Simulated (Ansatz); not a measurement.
Ga: pressure and energy above lowest point against volume per atom

Equation of state of a cubic crystal from periodic Kohn-Sham density functional theory without spin; pressure corrected for the finite basis. The results are calculated, by Ansatz 0.2.0 development build.

Cell of the first row (space group Pm-3m, No. 221):
```
CELL_PARAMETERS angstrom
2.66470 0.00000 0.00000
0.00000 2.66470 0.00000
0.00000 0.00000 2.66470
ATOMIC_POSITIONS crystal
Ga 0.00000 0.00000 0.00000
```

Settings of every row: formula Ga; structure type simple cubic; functional PBE; spin treatment none; k mesh 20x20x20; occupation method fermi-dirac; occupation width 0.061225619 eV; wave cutoff 700 eV; datasets soft-1 PAW; density cutoff ratio 4.

Limits: a cubic model structure, not a phase known at ambient conditions; modest k-mesh, values are not fully converged in k; the SCF threshold is loose for a stress in some rows.

| row | volume per atom (Å³) | pressure (GPa) | energy above lowest point (meV/atom) |
| --- | --- | --- | --- |
| 1 | 18.92 | 3.178 | 10.64 |
| 2 | 19.323 | ? | ? |
| 3 | 19.725 | 0.826 | 0.87 |
| 4 | 20.128 | -0.113 | 0 |
| 5 | 20.53 | -0.938 | 1.34 |

Question: what pressure and energy above lowest point should row 2 give?

Worked fit of pressure. Take u = (V_r/V)^(2/3) − 1 with V_r = 19.927 Å³ an atom, which is twice the finite (Eulerian) strain; such expansions in the strain, on which the Birch-Murnaghan equation of state is built, carry the rest volume and the bulk modulus. The shown rows have u = 0.03518, 0.00682, -0.00667, -0.01968. Least squares give pressure = 0.337 + 70.422 × u + 293.19 × u² GPa; a straight line predicts inner rows, each left out in turn, worse (root mean square 0.14 against 0.014 GPa). The rows lie off it by 0.001, -0.005, 0.007, -0.003 (root mean square 0.0046 GPa). The pressure vanishes at u = -0.0049, or V = 20.07 Å³ an atom, and there the bulk modulus at fixed shape and fractions is B = −V dP/dV = (2/3)(1 + u) dP/du = 44.8 GPa. The withheld row has u = 0.02073, so the fit gives 0.337 + 70.422 × (0.02073) + 293.19 × (0.02073)² = 1.923 GPa.

The calculation gave 1.917 GPa. The fit lies 0.006 GPa (0.15 % of the column's range) above it; its largest miss of a shown row is 0.007 GPa.

Worked fit of energy above lowest point. Take u = (V_r/V)^(2/3) − 1 with V_r = 19.927 Å³ an atom, which is twice the finite (Eulerian) strain; such expansions in the strain, on which the Birch-Murnaghan equation of state is built, carry the rest volume and the bulk modulus. The shown rows have u = 0.03518, 0.00682, -0.00667, -0.01968. Least squares give energy above lowest point = 0.127 + 67.26 × u + 6580.3 × u² meV/atom; a straight line predicts inner rows, each left out in turn, worse (root mean square 3 against 0.06 meV/atom). The rows lie off it by 0.00, -0.02, 0.03, -0.01. Its lowest point lies at u = -0.0051, or V = 20.08 Å³ an atom, and the curvature there gives the bulk modulus at fixed shape and fractions, B = (4/9)(1 + u)² E″(u)/V = 46.2 GPa. The withheld row has u = 0.02073, so the fit gives 0.127 + 67.26 × (0.02073) + 6580.3 × (0.02073)² = 4.35 meV/atom.

The calculation gave 4.28 meV/atom. The fit lies 0.07 meV/atom (1.6 % of the value, 0.66 % of the column's range) above it; its largest miss of a shown row is 0.03 meV/atom.
